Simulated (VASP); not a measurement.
# Mo (Im-3m) in VASP: density of states with PBE

Aim: the density of states of Mo with PBE.

All numbers are computed with VASP 6.6.1; they aren't measurements. Logs are shortened: lines on timing, memory, paths and dates and some standing lists are left out, and cuts for length are marked.

**1. The crystal as given**

It takes space group Im-3m (No. 229, cubic). Conventional cell: a = 3.150 Å, b = 3.150 Å, c = 3.150 Å, α = 90.00°, β = 90.00°, γ = 90.00°. Mo (site symmetry m-3m) is surrounded by 8 Mo at 2.73 Å.

**2. Density of states, PBE**

POSCAR

```
Mo                                      
1.0
   -1.5751020561      1.5751020561      1.5751020561
    1.5751020561     -1.5751020561      1.5751020561
    1.5751020561      1.5751020561     -1.5751020561
  Mo            
     1
Direct
     0.0000000000000000    0.0000000000000000    0.0000000000000000
```

INCAR.step1

```
SYSTEM = Mo
PREC = Accurate ; ENCUT = 520
EDIFF = 1E-7 ; ISMEAR = 0
SIGMA = 0.1 ; LREAL = .False.
LASPH = .True. ; NELM = 80
ALGO = Normal ; ISIF = 2
LWAVE = .False. ; LCHARG = .True.
LMAXMIX = 4 ; GGA = PE
```

KPOINTS.step1

```
regular mesh
0
Gamma
  18 18 18
  0 0 0
```

INCAR.step2

```
SYSTEM = Mo
PREC = Accurate ; ENCUT = 520
EDIFF = 1E-7 ; ISMEAR = -5
SIGMA = 0.1 ; LREAL = .False.
LASPH = .True. ; NELM = 80
ALGO = Normal ; ISIF = 2
LWAVE = .False. ; LCHARG = .False.
LMAXMIX = 4 ; GGA = PE
LORBIT = 10 ; NEDOS = 1001
ICHARG = 11
```

KPOINTS.step2

```
regular mesh
0
Gamma
  27 27 27
  0 0 0
```

Potentials or basis: VASP PAW PBE potentials, release 64 (Mo).

The run is started by

```console
$ cat potpaw_PBE.64/Mo/POTCAR > POTCAR
$ cp INCAR.step1 INCAR
$ cp KPOINTS.step1 KPOINTS
$ mpirun -np 1 vasp_std > vasp.out
$ cp INCAR.step2 INCAR
$ cp KPOINTS.step2 KPOINTS
$ mpirun -np 1 vasp_std > vasp.out
```

OUTCAR:

```text
SYSTEM = Mo
   PREC = Accurate
   ENCUT = 520
   EDIFF = 1E-7
   ISMEAR = -5
   LREAL = .False.
   LASPH = .True.
   NELM = 80
   ISIF = 2
   GGA = PE
   LORBIT = 10
   ICHARG = 11

 ion  position               nearest neighbor table
   1  0.000  0.000  0.000-

  LATTYP: Found a body centered cubic cell.
 ALAT       =     3.1502041122

  Lattice vectors:

 A1 = (  -1.5751020561,   1.5751020561,   1.5751020561)
 A2 = (   1.5751020561,  -1.5751020561,   1.5751020561)
 A3 = (   1.5751020561,   1.5751020561,  -1.5751020561)

Analysis of symmetry for initial positions (statically):
=====================================================================
 Subroutine PRICEL returns:
 Original cell was already a primitive cell.

 Routine SETGRP: Setting up the symmetry group for a
 body centered cubic supercell.

 Subroutine GETGRP returns: Found 48 space group operations
 (whereof 48 operations were pure point group operations)
 out of a pool of 48 trial point group operations.

The static configuration has the point symmetry O_h .

Analysis of symmetry for dynamics (positions and initial velocities):
=====================================================================
 Subroutine PRICEL returns:
 Original cell was already a primitive cell.

 Routine SETGRP: Setting up the symmetry group for a
 body centered cubic supercell.

 Subroutine GETGRP returns: Found 48 space group operations
 (whereof 48 operations were pure point group operations)
 out of a pool of 48 trial point group operations.

The dynamic configuration has the point symmetry O_h .

 Subroutine INISYM returns: Found 48 space group operations
 (whereof 48 operations are pure point group operations),
 and found     1 'primitive' translations

----------------------------------------------------------------------------------------

                                     Primitive cell

  volume of cell :      15.6310

  direct lattice vectors                    reciprocal lattice vectors
    -1.575102056  1.575102056  1.575102056     0.000000000  0.317439748  0.317439748
     1.575102056 -1.575102056  1.575102056     0.317439748  0.000000000  0.317439748
     1.575102056  1.575102056 -1.575102056     0.317439748  0.317439748  0.000000000

  length of vectors
     2.728156788  2.728156788  2.728156788     0.448927597  0.448927597  0.448927597

  position of ions in fractional coordinates (direct lattice)
     0.000000000  0.000000000  0.000000000

  ion indices of the primitive-cell ions
   primitive index   ion index
                 1           1

----------------------------------------------------------------------------------------

 KPOINTS: regular mesh

Automatic generation of k-mesh.
 Grid dimensions read from file:
 generate k-points for:   27   27   27

 Generating k-lattice:

  Cartesian coordinates                     Fractional coordinates (reciprocal lattice)
     0.000000000  0.011757028  0.011757028     0.037037037  0.000000000  0.000000000
     0.011757028  0.000000000  0.011757028     0.000000000  0.037037037  0.000000000
     0.011757028  0.011757028  0.000000000     0.000000000  0.000000000  0.037037037

  Length of vectors
     0.016626948  0.016626948  0.016626948

  Shift w.r.t. Gamma in fractional coordinates (k-lattice)
     0.000000000  0.000000000  0.000000000

 TETIRR: Found  23679 inequivalent tetrahedra from   118098

 Subroutine IBZKPT returns following result:
 ===========================================

 Found    560 irreducible k-points:

 Following reciprocal coordinates:
            Coordinates               Weight
  0.000000  0.000000  0.000000      1.000000
  0.037037  0.000000  0.000000     12.000000
  0.074074  0.000000  0.000000     12.000000
  0.111111  0.000000  0.000000     12.000000
  0.148148  0.000000  0.000000     12.000000
  0.185185  0.000000  0.000000     12.000000
[... 16 lines left out ...]
  0.333333  0.037037 -0.000000     48.000000
  0.370370  0.037037  0.000000     48.000000
 [... further k-points ...]
   k-points           NKPTS =    560   k-points in BZ     NKDIM =    560   number of bands    NBANDS=      7
   number of dos      NEDOS =   1001   number of ions     NIONS =      1
   total plane-waves  NPLWV =   8000
   dimension x,y,z NGX =    20 NGY =   20 NGZ =   20
   dimension x,y,z NGXF=    40 NGYF=   40 NGZF=   40
   ions per type =               1
   NGX,Y,Z   is equivalent  to a cutoff of  12.19, 12.19, 12.19 a.u.
   NGXF,Y,Z  is equivalent  to a cutoff of  24.37, 24.37, 24.37 a.u.
 SYSTEM =  Mo
   PREC   = accura    normal or accurate (medium, high low for compatibility)
   ISTART =      0    job   : 0-new  1-cont  2-samecut
   ICHARG =     11    charge: 1-file 2-atom 10-const
   ISPIN  =      1    spin polarized calculation?
   LNONCOLLINEAR =      F non collinear calculations
   LSORBIT =      F    spin-orbit coupling
   LASPH  =      T    aspherical Exc in radial PAW
   ENCUT  =  520.0 eV  38.22 Ry    6.18 a.u.   5.07  5.07  5.07*2*pi/ulx,y,z
   NELM   =     80;   NELMIN=  2; NELMDL=  0     # of ELM steps
   EDIFF  = 0.1E-06   stopping-criterion for ELM
   LREAL  =      F    real-space projection
   EDIFFG = 0.1E-05   stopping-criterion for IOM
   NSW    =      0    number of steps for IOM
   IBRION =     -1    ionic relax: 0-MD 1-quasi-New 2-CG
   NFREE  =      0    steps in history (QN), initial steepest desc. (CG)
   ISIF   =      2    stress and relaxation
   ISYM   =      2    0-nonsym 1-usesym 2-fastsym
   POTIM  = 0.5000    time-step for ionic-motion
   TEBEG  =    0.0;   TEEND  =   0.0 temperature during run
   PSTRESS=    0.0 pullay stress
   NELECT =       6.0000    total number of electrons
   NUPDOWN=      -1.0000    fix difference up-down
   EMIN   =  10.00;   EMAX   =-10.00  energy-range for DOS
   EFERMI =   0.00;   METHOD = LEGACY
   ISMEAR =    -5;   SIGMA  =   0.10  broadening in eV -4-tet -1-fermi 0-gaus
   EFERMI_NEDOS =   21; number of points for ismear=-14 and -15
   IALGO  =     38    algorithm
   IMIX   =      4    mixing-type and parameters
     AMIX     =   0.40;   BMIX     =  1.00
     AMIX_MAG =   1.60;   BMIX_MAG =  1.00
  volume/ion in A,a.u.               =      15.63       105.48
  Fermi-wavevector in a.u.,A,eV,Ry     =   1.189771  2.248340 19.259781  1.415554
  Thomas-Fermi vector in A             =   2.325870
   LORBIT       =     10    0 simple, 1 ext, 2 COOP (PROOUT), +10 PAW based schemes
   GGA     = PE    functional components
   LHFCALC =     F    Hartree Fock is set to
   AEXX    =    0.0000 exact exchange contribution
   IVDW    =     0    specifies the selected vdW correction
   LEPSILON=     F    determine dielectric tensor
   LRPA    =     F    only Hartree local field effects (RPA)
 non-spin polarized calculation
 Fermi weights with tetrahedron method with Bloechl corrections
  energy-cutoff  :      520.00
  volume of cell :       15.63
 maximum number of plane-waves:       435

 number of electron       6.0000001 magnetization

 Free energy of the ion-electron system (eV)
  ---------------------------------------------------
  ext. energy  EPLUGINS =         0.00000000
  ---------------------------------------------------
  free energy    TOTEN  =       -10.95088257 eV

  energy without entropy =      -10.95088257  energy(sigma->0) =      -10.95088257

 E-fermi :   6.8533     XC(G=0): -13.0867

 val. band max:        6.8679908074   @ k =   0.3704   0.0741   0.0000
 cond. band min:       6.8308289842   @ k =   0.1852   0.0000   0.0000
 fundamental gap:     -0.0371618232
 Fermi energy:         6.8532878180

 k-point     1 :       0.0000    0.0000    0.0000
  band No.  band energies     occupation
      1      -0.3806      2.00000
      2       5.4386      2.00000
      3       5.4386      2.00000
      4       5.4386      2.00000
      5       8.4482      0.00000
      6       8.4482      0.00000
      7      23.2486      0.00000

 k-point     2 :       0.0370    0.0000    0.0000
  band No.  band energies     occupation
      1      -0.3213      2.00000
      2       5.4047      2.00000
      3       5.4346      2.00000
      4       5.4966      2.00000
      5       8.3981      0.00000
      6       8.4500      0.00000
      7      23.2920      0.00000

 k-point     3 :       0.0741    0.0000    0.0000
  band No.  band energies     occupation
      1      -0.1470      2.00000
      2       5.3065      2.00000
      3       5.4188      2.00000
      4       5.6694      2.00000
      5       8.2653      0.00000
      6       8.4561      0.00000
      7      23.4073      0.00000

 k-point     4 :       0.1111    0.0000    0.0000
  band No.  band energies     occupation
      1       0.1317      2.00000
      2       5.1530      2.00000
      3       5.3816      2.00000
      4       5.9537      2.00000
      5       8.0968      0.00000
      6       8.4689      0.00000
      7      23.5539      0.00000

 k-point     5 :       0.1481    0.0000    0.0000
  band No.  band energies     occupation
      1       0.4939      2.00000
      2       4.9573      2.00000
      3       5.3171      2.00000
      4       6.3436      2.03805
      5       7.9508      0.00000
      6       8.4915      0.00000
      7      23.6331      0.00000
[... 161 lines left out ...]
 k-point    22 :       0.2963    0.0370    0.0000
  band No.  band energies     occupation
      1       1.8583      2.00000
      2       3.9522      2.00000
      3       5.7531      2.00000
      4       8.1201      0.00000
      5       8.8189      0.00000
      6       9.1862      0.00000
      7      21.6938      0.00000

 k-point    23 :       0.3333    0.0370   -0.0000
  band No.  band energies     occupation
      1       1.8262      2.00000
      2       3.7718      2.00000
      3       6.3118      2.03993
      4       8.2862      0.00000
      5       8.9134      0.00000
      6       9.8948      0.00000
      7      20.8878      0.00000

 k-point    24 :       0.3704    0.0370    0.0000
  band No.  band energies     occupation
      1       1.7378      2.00000
      2       3.6251      2.00000
      3       6.9331      0.92198
      4       8.4313      0.00000
      5       9.0179      0.00000
      6      10.5569      0.00000
      7      19.9676      0.00000

 [... further k-points ...]

------------------------ aborting loop because EDIFF is reached ----------------------------------------

  FORCE on cell =-STRESS in cart. coord.  units (eV):
  Direction    XX          YY          ZZ          XY          YZ          ZX
  --------------------------------------------------------------------------------------
  -------------------------------------------------------------------------------------
  Total       -0.0035459     -0.0035459     -0.0035459      0.0000000     -0.0000000      0.0000000
  in kB       -0.3634596     -0.3634596     -0.3634596      0.0000000     -0.0000000      0.0000000
  external PRESSURE =      -0.3634596 kB  Pullay stress =       0.0000000 kB

 VOLUME and BASIS-vectors are now :
 -----------------------------------------------------------------------------
  energy-cutoff  :      520.00
  volume of cell :       15.63
      direct lattice vectors                 reciprocal lattice vectors
    -1.575102056  1.575102056  1.575102056     0.000000000  0.317439748  0.317439748
     1.575102056 -1.575102056  1.575102056     0.317439748  0.000000000  0.317439748
     1.575102056  1.575102056 -1.575102056     0.317439748  0.317439748  0.000000000

 POSITION                                       TOTAL-FORCE (eV/Angst)
 -----------------------------------------------------------------------------------
      0.00000      0.00000      0.00000         0.000000      0.000000      0.000000
 -----------------------------------------------------------------------------------
    total drift:                                0.000000     -0.000000     -0.000000

  FREE ENERGIE OF THE ION-ELECTRON SYSTEM (eV)
  ---------------------------------------------------
  free  energy   TOTEN  =       -10.9508825661 eV

  energy  without entropy=      -10.9508825661  energy(sigma->0) =      -10.95088257

 total charge

# of ion       s       p       d       tot
------------------------------------------
    1        0.524   0.561   4.302   5.387
```

Wall time 46 s (1 thread of Intel Xeon Platinum 8488C (Sapphire Rapids), shared host); peak memory 0.21 GiB.

Results:

```
Valence electrons inside the program's atomic spheres : Mo 5.39
```

States per cell in windows of 1 eV (zero at the Fermi level; states under -8 eV left out):
```csv
from (eV),total,Mo1_d,Mo1_p,Mo1_s
-8.0,0.00,0.00,0.00,0.00
-7.0,0.06,0.00,0.00,0.05
-6.0,0.30,0.12,0.02,0.11
-5.0,1.27,0.80,0.08,0.23
-4.0,1.28,1.02,0.09,0.06
-3.0,1.23,1.02,0.09,0.02
-2.0,1.34,0.98,0.19,0.05
-1.0,0.52,0.37,0.09,0.01
0.0,0.96,0.81,0.06,0.01
1.0,1.44,1.32,0.04,0.01
2.0,1.55,1.43,0.05,0.03
3.0,0.67,0.57,0.05,0.02
4.0,0.33,0.24,0.05,0.02
5.0,0.27,0.16,0.07,0.02
6.0,0.25,0.13,0.08,0.02
7.0,0.23,0.11,0.08,0.01
```

Caveat: tetrahedron occupations give inexact forces and stress in metals.
